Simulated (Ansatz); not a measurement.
# Ta2NS2 MXene monolayer in a perpendicular field, part 2 of 2

Aim: how the Ta2NS2 MXene monolayer screens a field along its normal, and what the field does to its bands. A positive field points along +c.

Ansatz 0.2.0; plane-wave DFT, PBE-D3(BJ), Ansatz PAW (set soft_1); PAW set soft_1.

So far. Step 2 (Relaxing the slab): The lattice constant a goes from 3.155 to 3.283 Å.

## (3) Single point, field 0

A sawtooth potential applies the field, turning back in the middle of the vacuum. With the dipole correction the typed value is the field outside the slab. The induced dipole is small, so the SCF threshold is tight.

The cell differs from the one that the last finished run ended in (c 43.244 → 23.456 Å).

Contents of input.yaml:

```yaml
crystal:
  lattice:
    - [3.2834982946, 0.0, 0.0]
    - [-1.6417491473, 2.8435929364, 0.0]
    - [0.0, 0.0, 23.4562856592]
  atoms:
    - { symbol: S, position: [0.3333333333, 0.6666666667, 0.3836924623] }
    - { symbol: Ta, position: [0.6666666667, 0.3333333333, 0.4514701228] }
    - { symbol: "N", position: [0.0, 0.0, 0.5] }
    - { symbol: Ta, position: [0.3333333333, 0.6666666667, 0.5485298772] }
    - { symbol: S, position: [0.6666666667, 0.3333333333, 0.6163075377] }
kpoints:
  mp_grid: { grid: [18, 18, 1] }
  band_path:
    path: [[0, 0, 0], [0.5, 0, 0], [0.33333333, 0.33333333, 0], [0, 0, 0]]
    npoints: 16
hamiltonian:
  xc: pbe
  dispersion: d3bj
  pseudopotentials: { kind: paw, azcp: { folder: soft_1 } }
scf:
  occupations: { method: fermi_dirac, width: 0.02585 }
  convergence: { dr2_threshold: 1.0e-10 }
efield:
  axis: 3
  dipole_correction: true
  ramp_position: 0.97
  ramp_width: 0.06
  amplitude: 0
output:
  dos: { projected: true, e_range: [-6, 5] }
  write_potential: true
  write_density: true
  volumetric_format: npy
  elf: true
```

Run with:

```console
ansatz run input.yaml --threads 2 --pin off --max-ram 3072MiB --backend cpu --events-out ev --progress --plain --runs-dir out
```

Numbers of over 12 decimals in the logs are rounded to 6 here.

Log:

```text
[...]
Crystal: 5 atoms, lattice volume = 219.010 Å³
Basis set: ecut = 420 eV, 4363 PW (Γ)
Bands: 27, of which v1, the nominal top of the filled ones, is band 22 counted from 1 (21 counted from 0)
Symmetry: 6 space group operations
k-points: 37 of 324 (time reversal used)
[...]
SCF iter   1: F=—  HF=-22063.728670 eV  |F-HF|=—  |Δ(HF+E_count)|=         —  Δρ=5.40e-2  dr2=8.55e0  ethr=3.10e-3  p=0.000 e·Å  D=1.58e-14 V/Å  ΔV_dip=-0.00 eV  dr2_dipole=1.21e-8  V_vac-E_F(+/−)=6.27/6.27 eV  ⟨swp⟩=10.6  Hψ=6384  notcnv=0
efield: sawtooth ramp at fractional position 0.9700 (set: `efield.ramp_position`, or a place that a band, a saddle search or an elastic batch's reference lends), width 0.0600; the density the first Hamiltonian is built on has a dipole p = 0.000 e·Å; the dipole correction subtracts the counter field D = 1.58e-14 V/Å, which shifts the + side's vacuum level by -0.00 eV against the − side's; the planar-averaged density in the ramp window peaks in size at 5.3e-7 e/Å³
[...]
SCF iter   2: F=—  HF=-22061.961973 eV  |F-HF|=—  |Δ(HF+E_count)|=    1.77e0  Δρ=3.24e-2  dr2=2.31e0  ethr=3.10e-3  p=0.000 e·Å  D=7.24e-5 V/Å  ΔV_dip=-0.00 eV  dr2_dipole=1.65e-7  V_vac-E_F(+/−)=4.08/4.08 eV  ⟨swp⟩=4.4  Hψ=2916  notcnv=0  defer=27
[...]
SCF iter  11: F=-22061.482681 eV  HF=-22061.482681 eV  |F-HF|=3.64e-12  |Δ(HF+E_count)|=  2.55e-10  Δρ=1.22e-7  dr2=4.56e-11  ethr=1.00e-12  p=-0.000 e·Å  D=-2.78e-7 V/Å  ΔV_dip=0.00 eV  dr2_dipole=3.55e-12  V_vac-E_F(+/−)=5.06/5.06 eV  ⟨swp⟩=9.2  Hψ=4479  notcnv=0
SCF 1 converged in 11 iterations: F = -22061.482681 eV  dr2 = 4.56e-11
[...]
NSCF: frozen V_eff on 49 k-points
efield: sawtooth ramp at fractional position 0.9700 (kept from the solve that this one continues, or follows in the run), width 0.0600; the density the first Hamiltonian is built on has a dipole p = -0.000 e·Å; the dipole correction subtracts the counter field D = -2.78e-7 V/Å, which shifts the + side's vacuum level by +0.00 eV against the − side's; the planar-averaged density in the ramp window peaks in size at 6.7e-7 e/Å³
WARN: The output density's exchange-correlation potential varies sharply where the density is thin. Do not read a vacuum level from v_tot or v_xc, or from such a field of the output density. On a cell that repeats whose density bears no net charge and no dipole along the vacuum's axis use v_es (v_loc + v_h of the components); under efield.dipole_correction with no amplitude use v_es + v_field, which holds any externa [...]
SCF converged after 11 iterations
Free energy (F): -22061.482681 eV
[...]
Internal energy: -22061.480109 eV  (E = F + TS)
E sigma→0 (E₀):  -22061.481395 eV
Entropy (-TS):   -0.002573 eV (-0.515 meV/atom)
Fermi energy:    1.603910 eV
Dipole field:    D = 0.000002 V/Å  (p = 0.000003 e·Å, saw-weighted, corrected)
Work function:   Φ+ = 5.0565 eV   Φ− = 5.0565 eV
Levels:          The Fermi level and band energies are counted from a zero that moves with the ramp; work functions are not
[...]
--- Band table (eV; the first three rows and the last of 37) ---
  k-point 0: bands = [... 18 lower, 0.2159, 0.2159, 0.4693, 0.4693, 1.2300, 2.2643, 3.0317, 3.0317, ... 1 higher]
  k-point 1: bands = [... 18 lower, -0.2346, -0.1176, 0.5446, 0.7973, 1.3461, 2.4180, 3.0032, 3.0830, ... 1 higher]
  k-point 2: bands = [... 18 lower, -0.6717, -0.4730, 0.2990, 1.1481, 1.6080, 2.6841, 3.1136, 3.2744, ... 1 higher]
  k-point 36: bands = [... 18 lower, -2.2759, -2.2759, 1.4344, 1.4344, 2.1102, 4.1630, 4.1630, 4.5607, ... 1 higher]
```

The job ended after 25 s (2 threads of Arm Neoverse V1, shared host; peak memory 0.55 GiB; 50 s of CPU time).

Numbers from this step:

* energy at zero smearing: -22061.4814 eV
* work function, upper face: 5.056 eV
* dipole along the normal: 2.60e-6 e·Å

Running mean over a fixed 2.8 Å (it still follows the layers) of the planar mean; the ramp of the sawtooth is left out. The electron's electrostatic potential energy less the Fermi level by z:

z (Å), electron's electrostatic potential energy less the Fermi level (eV) and a bar from the least value:
```
      3.0        5.1 ##############################
      3.5        5.1 ##############################
      4.0        5.1 ##############################
      4.5        5.1 ##############################
      5.0        5.1 ##############################
      5.5        5.0 ##############################
      6.0        5.0 ##############################
      6.5        4.9 ##############################
      7.0        4.3 #############################
      7.5        2.3 ##########################
      8.0        0.0 ######################
      8.5       -2.2 ##################
      9.0       -5.3 #############
      9.5       -8.8 #######
     10.0      -10.8 ####
     10.5      -11.4 ###
     11.0      -11.9 ##
     11.5      -13.2 
     12.0      -13.1 
     12.5      -11.9 ##
     13.0      -11.3 ###
     13.5      -10.7 ####
     14.0       -8.6 ########
     14.5       -5.0 ##############
     15.0       -2.1 ##################
     15.5        0.2 ######################
     16.0        2.5 ##########################
     16.5        4.4 #############################
     17.0        4.9 ##############################
     17.5        5.0 ##############################
     18.0        5.1 ##############################
     18.5        5.1 ##############################
     19.0        5.1 ##############################
     19.5        5.1 ##############################
     20.0        5.1 ##############################
     20.5        5.1 ##############################
```

The density of states has structure finer than the step of the table below, so its rows give means over 0.2 eV, whole bins alone (the curve runs from -6 to 1.99 eV). Peaks (eV: height): -5.20: 9.45, -5.06: 7.28, -4.10: 4.81, -3.88: 7.83, -2.94: 12.4, -2.64: 5.75, 1.39: 5.57.

The density of states by energy, zero at the Fermi level; means over each step:

energy (eV), density of states (states/eV a cell) and a bar from the least value:
```
     -5.8        0.6 
     -5.6        2.2 #########
     -5.4        3.1 #############
     -5.2        5.1 ########################
     -5.0        3.4 ###############
     -4.8        1.1 ##
     -4.6        2.7 ###########
     -4.4        3.5 ################
     -4.2        2.8 ############
     -4.0        2.7 ###########
     -3.8        4.2 ###################
     -3.6        4.3 ####################
     -3.4        3.9 ##################
     -3.2        4.7 ######################
     -3.0        6.1 ##############################
     -2.8        3.6 ################
     -2.6        3.0 #############
     -2.4        2.2 ########
     -2.2        2.0 #######
     -2.0        1.5 #####
     -1.8        1.4 ####
     -1.6        1.4 ####
     -1.4        1.5 #####
     -1.2        1.9 #######
     -1.0        0.8 #
     -0.8        0.8 #
     -0.6        1.4 ####
     -0.4        1.3 ####
     -0.2        1.3 ####
      0.0        1.5 #####
      0.2        1.3 ####
      0.4        1.2 ###
      0.6        1.4 ####
      0.8        1.9 #######
      1.0        2.9 #############
      1.2        3.2 ##############
      1.4        4.8 #######################
      1.6        4.0 ###################
      1.8        2.6 ###########
```

Projected DOS per atom over height of the atomic layer and energy from the Fermi level. Layers: S Ta N Ta S from below.

Values in states/eV, 22 rows by 5 columns, each cell a mean:
```
0.14 1.08 0.22 1.08 0.14
0.18 1.78 0.45 1.78 0.18
0.15 1.11 0.41 1.11 0.15
0.14 0.60 0.16 0.60 0.14
0.12 0.45 0.09 0.45 0.12
0.16 0.51 0.09 0.51 0.16
0.17 0.42 0.07 0.42 0.17
0.18 0.29 0.09 0.29 0.18
0.21 0.36 0.10 0.36 0.21
0.28 0.43 0.10 0.43 0.28
0.31 0.34 0.09 0.34 0.31
0.55 0.31 0.15 0.31 0.55
0.78 0.47 0.13 0.47 0.78
1.60 0.71 0.26 0.71 1.60
1.51 0.49 0.30 0.49 1.51
1.36 0.53 0.19 0.53 1.36
1.02 0.45 0.16 0.45 1.02
0.93 0.57 0.15 0.57 0.93
0.43 0.32 0.06 0.32 0.43
1.30 0.72 0.37 0.72 1.30
0.88 0.55 0.16 0.55 0.88
0.16 0.07 0.05 0.07 0.16
```
Columns: height of the atomic layer (Å) from 9 to 14.5 (not evenly spaced); rows upwards: energy from the Fermi level (eV) from -5.96 to 1.96.

Electronic bands along the path, in eV, zero at the Fermi level:

| point | band 19 | band 20 | band 21 | band 22 | band 23 | band 24 | band 25 | band 26 |
| --- | --- | --- | --- | --- | --- | --- | --- | --- |
| Γ | -1.39 | -1.39 | -1.13 | -1.13 | -0.37 | 0.66 | 1.43 | 1.43 |
| halfway | -2.83 | -2.29 | -2.23 | 0.24 | 0.57 | 1.23 | 2.23 | 2.60 |
| M | -2.93 | -2.62 | -2.42 | 0.93 | 1.65 | 1.75 | 2.71 | 3.14 |
| halfway | -3.59 | -3.28 | -1.49 | 1.00 | 1.15 | 1.80 | 2.89 | 3.07 |
| K | -3.88 | -3.88 | -0.17 | -0.17 | 0.51 | 2.56 | 2.56 | 2.96 |
| halfway | -3.11 | -2.91 | -1.16 | -0.75 | 1.37 | 1.92 | 2.16 | 2.66 |
| Γ | -1.39 | -1.39 | -1.13 | -1.13 | -0.37 | 0.66 | 1.43 | 1.43 |

Valence density in the ca plane at fractional y = 0.333, with atoms of Ta and S within 0.2 Å of it. It is the smooth field of the valence electrons, not physical close to the nuclei.

Ten steps, logarithmic in the rise over the least value, from '0' (0.0 e/Å³) to '9' (4.4 e/Å³), each cell a mean:
```
00000000000001234446776544444566643100000000
00000000000000123358998643334676664200000000
00000000000000112369999743335664665210000000
00000000000000122369999643335666664210000000
00000000000001123457887543344566653200000000
00000000000001234445555444444555532100000000
00000000000002345544444555555443321000000000
00000000000002345554344555565433211000000000
00000000000001345544444555554444431000000000
```
Columns run along c (16.0 Å, from fractional 0.13 to 0.82 of the cell), rows up along a (3.3 Å). Atoms in or near the plane, at fractional coordinates: Ta at (0.45, 0.67), S at (0.62, 0.67).

ELF in the ca plane at fractional y = 0.333, with atoms of Ta and S within 0.2 Å of it. It is the smooth field of the valence electrons, not physical close to the nuclei.

Ten even steps from '0' (0.00) to '9' (0.92), each cell a mean:
```
00000000000000001245542454223212488898752000
00000000000000000012224777522223686589974200
00000000000000000000116625722224761059985200
00000000000000000001115746622224773279985200
00000000000000000123433676322212688799863100
00000000000000012466763222233211368877531000
00000000000000024678875312453222123332100000
00000000000000025788876323554223112210000000
00000000000000013577874211343211246654210000
```
Columns run along c (16.0 Å, from fractional 0.08 to 0.76 of the cell), rows up along a (3.3 Å). Atoms in or near the plane, at fractional coordinates: Ta at (0.45, 0.67), S at (0.62, 0.67).

Electrostatic potential energy in the ca plane at fractional y = 0.333, with atoms of Ta and S within 0.2 Å of it. With pseudopotentials it is smooth inside the atoms' cores, unlike the true potential.

Ten even steps from '0' (-42 eV) to '9' (7 eV), each cell a mean:
```
99999999999999999875335788778865689999999999
99999999999999999861001588888610158999999999
99999999999999999850000478888402038999999999
99999999999999999850000478888501048999999999
99999999999999999873113688888742379999999999
99999999999999998887556787777887899999999999
99999999999999987888888887556789999999999999
99999999999999987788888877556789999999999999
99999999999999988888777887667888999999999999
```
Columns run along c (16.0 Å, from fractional 0.13 to 0.82 of the cell; values clipped at the 3rd and 97th percentile), rows up along a (3.3 Å). Atoms in or near the plane, at fractional coordinates: Ta at (0.45, 0.67), S at (0.62, 0.67).

The work function of the upper face is 5.06 eV.

## (4) Atoms held, field 0.1 V/Å

Changes to input.yaml since step 3:

```diff
@@ -26,7 +26,6 @@
   dipole_correction: true
-  ramp_position: 0.97
-  ramp_width: 0.06
-  amplitude: 0
+  ramp_position: 0.9467
+  ramp_width: 0.1066
+  amplitude: 0.1
 output:
-  dos: { projected: true, e_range: [-6, 5] }
   write_potential: true
@@ -34,2 +33 @@
   volumetric_format: npy
-  elf: true
```

Log:

```text
[...]
Crystal: 5 atoms, lattice volume = 219.010 Å³
Basis set: ecut = 420 eV, 4363 PW (Γ)
Bands: 27, of which v1, the nominal top of the filled ones, is band 22 counted from 1 (21 counted from 0)
Symmetry: 6 space group operations
k-points: 37 of 324 (time reversal used)
[...]
k-point 0: bands = [... 18 lower, 0.2155, 0.2155, 0.4690, 0.4690, 1.2296, 2.2639, 3.0313, 3.0313, ... 1 higher]
  k-point 1: bands = [... 18 lower, -0.2349, -0.1179, 0.5442, 0.7969, 1.3457, 2.4176, 3.0029, 3.0827, ... 1 higher]
  k-point 2: bands = [... 18 lower, -0.6720, -0.4733, 0.2987, 1.1478, 1.6077, 2.6836, 3.1132, 3.2741, ... 1 higher]
  k-point 36: bands = [... 18 lower, -2.2890, -2.2635, 1.4311, 1.4370, 2.1098, 4.1618, 4.1636, 4.5603, ... 1 higher]
[key lines of the parts left out:]
SCF converged after 12 iterations
Free energy (F): -22061.484573 eV
Fermi energy:    1.603543 eV
Dipole field:    D = 0.031261 V/Å  (p = 0.037836 e·Å, saw-weighted, corrected)
```

The job ended after 25 s (2 threads; peak memory 0.52 GiB).

The dipole is 0.0378 e·Å.

## (5) Atoms held, field -0.1 V/Å

Changes to input.yaml since step 4:

```diff
@@ -28,3 +28,3 @@
   ramp_width: 0.1066
-  amplitude: 0.1
+  amplitude: -0.1
 output:
```

Log:

```text
[...]
Crystal: 5 atoms, lattice volume = 219.010 Å³
Basis set: ecut = 420 eV, 4363 PW (Γ)
Bands: 27, of which v1, the nominal top of the filled ones, is band 22 counted from 1 (21 counted from 0)
Symmetry: 6 space group operations
k-points: 37 of 324 (time reversal used)
[...]
k-point 0: bands = [... 18 lower, 0.2155, 0.2155, 0.4690, 0.4690, 1.2296, 2.2639, 3.0313, 3.0313, ... 1 higher]
  k-point 1: bands = [... 18 lower, -0.2349, -0.1179, 0.5442, 0.7969, 1.3457, 2.4176, 3.0029, 3.0827, ... 1 higher]
  k-point 2: bands = [... 18 lower, -0.6720, -0.4733, 0.2987, 1.1478, 1.6077, 2.6836, 3.1132, 3.2741, ... 1 higher]
  k-point 36: bands = [... 18 lower, -2.2890, -2.2635, 1.4311, 1.4370, 2.1098, 4.1618, 4.1636, 4.5603, ... 1 higher]
[key lines of the parts left out:]
SCF converged after 12 iterations
Free energy (F): -22061.484573 eV
Fermi energy:    1.603543 eV
Dipole field:    D = -0.031261 V/Å  (p = -0.037835 e·Å, saw-weighted, corrected)
```

The job ended after 25 s (2 threads; peak memory 0.52 GiB; 49 s of CPU time).

The dipole is -0.0378 e·Å.

## (6) Response, atoms held

This step: plane-wave DFT, PBE-D3(BJ), Ansatz PAW (set soft_1); response to a field along the normal, atoms held; PAW set soft_1 (Ansatz 0.2.0).

The dipoles give the slope, and the difference of two potentials shows where the field is screened.

This step gave:

```
equivalent conductor thickness p/(ε₀AE) : 7.333 Å
distance between the outer atoms        : 5.456 Å
```

The dipole of the cell by applied field:

| applied field (V/Å) | dipole of the cell (e·Å) |
| --- | --- |
| -0.1000 | -0.0378 |
| 0.0000 | 2.6e-6 |
| 0.1000 | 0.0378 |

Local field over the applied field, running mean. From the potentials at -0.1 and 0.1 V/Å; running mean over 2.5 Å. Local field over applied field against z:

| z (Å) | local field over applied field |
| --- | --- |
| 4.5 | 0.999 |
| 5.0 | 0.997 |
| 5.5 | 0.992 |
| 6.0 | 0.975 |
| 6.5 | 0.931 |
| 7.0 | 0.833 |
| 7.5 | 0.680 |
| 8.0 | 0.503 |
| 8.5 | 0.323 |
| 9.0 | 0.176 |
| 9.5 | 0.0858 |
| 10.0 | 0.0456 |
| 10.5 | 0.0296 |
| 11.0 | 0.0279 |
| 11.5 | 0.0257 |
| 12.0 | 0.0261 |
| 12.5 | 0.0278 |
| 13.0 | 0.0303 |
| 13.5 | 0.0478 |
| 14.0 | 0.0916 |
| 14.5 | 0.186 |
| 15.0 | 0.339 |
| 15.5 | 0.519 |
| 16.0 | 0.695 |
| 16.5 | 0.844 |
| 17.0 | 0.937 |
| 17.5 | 0.977 |
| 18.0 | 0.993 |
| 18.5 | 0.998 |
| 19.0 | 0.999 |

Electrons, planar mean, per unit field. Table of induced electron density by z:

z (Å), induced electron density (e/Å³ per V/Å) and a bar from the least value:
```
      4.5    0.00000 ###############
      5.0    0.00001 ###############
      5.5    0.00003 ###############
      6.0    0.00011 ###############
      6.5    0.00033 ################
      7.0    0.00091 ###################
      7.5    0.00222 ########################
      8.0    0.00367 ##############################
      8.5    0.00232 ########################
      9.0    0.00098 ###################
      9.5    0.00043 #################
     10.0   -0.00080 ############
     10.5    0.00047 #################
     11.0    0.00019 ################
     11.5    0.00007 ###############
     12.0   -0.00010 ##############
     12.5   -0.00024 ##############
     13.0   -0.00034 ##############
     13.5    0.00078 ##################
     14.0   -0.00055 #############
     14.5   -0.00096 ###########
     15.0   -0.00255 ####
     15.5   -0.00361 
     16.0   -0.00208 ######
     16.5   -0.00084 ###########
     17.0   -0.00030 ##############
     17.5   -0.00010 ##############
     18.0   -0.00003 ###############
     18.5   -0.00001 ###############
     19.0    0.00000 ###############
```

By hand: between -0.1 and 0.1 V/Å the dipole changes by 0.07567 e·Å, a slope of 0.3784 e·Å²/V. A perfect conductor of thickness t has p = ε₀AEt, so t = 180.95 × 0.3784 / 9.337 = 7.33 Å (e/ε₀ = 180.95 V·Å, A in Å²).

The induced dipole is that of a conductor 7.33 Å thick.

## (7) Summary of results

| Item | Value |
| --- | --- |
| gap without field | none |
| work function, upper face | 5.06 eV |
| equivalent conductor thickness, atoms held | 7.33 Å |

In words: The induced dipole equals that of a perfect conductor 7.33 Å thick, while the outer atoms lie 5.46 Å apart. There is no gap over 0.03 eV, with or without the field. The first relaxation ran with spin and lost its moment, and the later runs have none; other magnetic states were not tried. Spin-orbit coupling is left out, which matters for the bands of elements this heavy. The MXene's terminations sit over the metal atoms of its far layer; the site over carbon or nitrogen, which some compounds prefer, was not run.

[Logs are printed without paths, hosts, clocks, repeated set-up lines and the standing remarks that a program may print on its own settings, such as how far it seeks lower states.]

[Hosts, paths, dates, database ids (printed as entryN), source tags and the programs' standing remarks are cut or masked in the printed files.]

[Maps of the electrostatic potential energy from Ansatz leave out the sawtooth potential of an applied field or a dipole correction, so their vacuum need not be flat; planar profiles and work functions include it.]

[The density of states shown here was stored with 400 of the rows of the run's finer table, so its peaks can read low, often by over a quarter, or be missed, and its means over a window can be off by a tenth or more.]
